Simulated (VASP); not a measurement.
These are SCAN meta-GGA, VASP's PBE PAW potentials (set 64) (plane waves; VASP) values and carry that method's errors.

The input files of a VASP run:

**KPOINTS**
```
kpoints
0
G
6 6 6
```

POSCAR:
```
CsI
9.2742640
  0.5000000183   0.0000000000   0.0000000000
  0.0000000000   0.5000000183   0.0000000000
  0.0000000000   0.0000000000   0.5000000183
Cs I
1 1
Direct
  0.0000000000   0.0000000000   0.0000000000
  0.5000000000   0.5000000000   0.5000000000
```

### INCAR
```
SYSTEM = CsI
PREC = Accurate
ENCUT = 520
EDIFF = 1E-7
NELM = 100
ALGO = Normal
LREAL = .FALSE.
LASPH = .TRUE.
ISMEAR = 0
SIGMA = 0.05
METAGGA = SCAN
LMIXTAU = .TRUE.
LMAXMIX = 4
LWAVE = .FALSE.
LCHARG = .FALSE.
ISIF = 2
```

POTCAR, in this order: Cs_sv I (PBE.64 set). Program: vasp_std.

What VASP printed:

OUTCAR:
```
 ion  position               nearest neighbor table
   1  0.000  0.000  0.000-
   2  0.500  0.500  0.500-
  LATTYP: Found a simple cubic cell.
 ALAT       =     4.6371321697
 Subroutine PRICEL returns:
 Original cell was already a primitive cell.
 Subroutine GETGRP returns: Found 48 space group operations
The static configuration has the point symmetry O_h .
The dynamic configuration has the point symmetry O_h .
 Subroutine INISYM returns: Found 48 space group operations
 Subroutine IBZKPT returns following result:
 Found     20 irreducible k-points:

 Following reciprocal coordinates:
            Coordinates               Weight
  0.000000  0.000000  0.000000      1.000000
  0.166667  0.000000  0.000000      6.000000
  0.333333  0.000000  0.000000      6.000000
  0.500000  0.000000  0.000000      3.000000
  0.166667  0.166667  0.000000     12.000000
  0.333333  0.166667  0.000000     24.000000
  0.500000  0.166667  0.000000     12.000000
  0.333333  0.333333  0.000000     12.000000
  0.500000  0.333333  0.000000     12.000000
...
```

OSZICAR:
```
       N       E                     dE             d eps       ncg     rms          rms(c)
DAV:   1     0.173462952266E+02    0.17346E+02   -0.62169E+03   480   0.111E+03
DAV:   2    -0.735698973739E+02   -0.90916E+02   -0.84620E+02   728   0.167E+02
DAV:   3    -0.810656051728E+02   -0.74957E+01   -0.74672E+01   596   0.548E+01
DAV:   4    -0.811748265753E+02   -0.10922E+00   -0.10919E+00   560   0.792E+00
DAV:   5    -0.811761109728E+02   -0.12844E-02   -0.12843E-02   588   0.925E-01    0.130E+00
DAV:   6    -0.786444319039E+02    0.25317E+01   -0.42764E-01   500   0.574E+00    0.140E+00
DAV:   7    -0.774892834957E+02    0.11551E+01   -0.35849E-01   488   0.464E+00    0.586E-01
DAV:   8    -0.779532259820E+02   -0.46394E+00   -0.27488E-01   480   0.542E+00    0.439E-01
DAV:   9    -0.777647548712E+02    0.18847E+00   -0.20465E-01   480   0.528E+00    0.286E-01
DAV:  10    -0.777169876885E+02    0.47767E-01   -0.14326E-01   480   0.466E+00    0.285E-01
DAV:  11    -0.779284801051E+02   -0.21149E+00   -0.54263E-02   480   0.311E+00    0.222E-01
DAV:  12    -0.779440096246E+02   -0.15530E-01   -0.10153E-01   480   0.364E+00    0.209E-01
DAV:  13    -0.779412107917E+02    0.27988E-02   -0.17711E-03   580   0.506E-01    0.150E-01
DAV:  14    -0.779617051721E+02   -0.20494E-01   -0.12635E-02   480   0.128E+00    0.123E-01
DAV:  15    -0.779626659427E+02   -0.96077E-03   -0.10793E-03   496   0.481E-01    0.112E-01
DAV:  16    -0.779630135059E+02   -0.34756E-03   -0.51731E-04   492   0.335E-01    0.678E-02
DAV:  17    -0.779633653540E+02   -0.35185E-03   -0.39888E-04   496   0.327E-01    0.564E-02
DAV:  18    -0.779633283032E+02    0.37051E-04   -0.45236E-05   600   0.619E-02    0.318E-02
DAV:  19    -0.779633307742E+02   -0.24710E-05   -0.19585E-05   524   0.626E-02    0.145E-02
DAV:  20    -0.779633282747E+02    0.24996E-05   -0.22742E-05   508   0.701E-02    0.182E-02
DAV:  21    -0.779633707171E+02   -0.42442E-04   -0.32384E-05   496   0.802E-02    0.173E-02
DAV:  22    -0.779633558941E+02    0.14823E-04   -0.66520E-06   504   0.441E-02    0.697E-03
DAV:  23    -0.779633465980E+02    0.92961E-05   -0.34903E-06   536   0.174E-02    0.173E-03
DAV:  24    -0.779633453845E+02    0.12135E-05   -0.42665E-07   528   0.942E-03    0.267E-03
DAV:  25    -0.779633496900E+02   -0.43054E-05   -0.10987E-06   508   0.131E-02    0.581E-04
DAV:  26    -0.779633503566E+02   -0.66659E-06   -0.16507E-07   448   0.568E-03    0.843E-04
DAV:  27    -0.779633500696E+02    0.28693E-06   -0.86296E-09   328   0.124E-03    0.605E-04
DAV:  28    -0.779633497417E+02    0.32792E-06   -0.27095E-09   276   0.734E-04    0.239E-04
DAV:  29    -0.779633496881E+02    0.53586E-07   -0.12180E-09   276   0.474E-04
   1 F= -.77963350E+02 E0= -.77963350E+02  d E =-.944902E-12
```

### OUTCAR
```
------------------------ aborting loop because EDIFF is reached ----------------------------------------
  FORCE on cell =-STRESS in cart. coord.  units (eV):
  Direction    XX          YY          ZZ          XY          YZ          ZX
  --------------------------------------------------------------------------------------
  Total       -0.2084157     -0.2084157     -0.2084157      0.0000000      0.0000000      0.0000000
  in kB       -3.3488260     -3.3488260     -3.3488260      0.0000000      0.0000000      0.0000000
  external PRESSURE =      -3.3488260 kB  Pullay stress =       0.0000000 kB
  volume of cell :       99.71
      direct lattice vectors                 reciprocal lattice vectors
     4.637132170  0.000000000  0.000000000     0.215650528  0.000000000  0.000000000
     0.000000000  4.637132170  0.000000000     0.000000000  0.215650528  0.000000000
     0.000000000  0.000000000  4.637132170     0.000000000  0.000000000  0.215650528
 POSITION                                       TOTAL-FORCE (eV/Angst)
 -----------------------------------------------------------------------------------
      0.00000      0.00000      0.00000         0.000000      0.000000      0.000000
      2.31857      2.31857      2.31857         0.000000      0.000000      0.000000
 -----------------------------------------------------------------------------------
    total drift:                               -0.000000      0.000000      0.000000
  FREE ENERGIE OF THE ION-ELECTRON SYSTEM (eV)
  ---------------------------------------------------
  free  energy   TOTEN  =       -77.9633496881 eV

  energy  without entropy=      -77.9633496881  energy(sigma->0) =      -77.96334969
```
(Selected blocks of OUTCAR.)

The compound is CsI in the CsCl type structure. This cell is one point of a volume scan, at 1.03 of the reference volume.
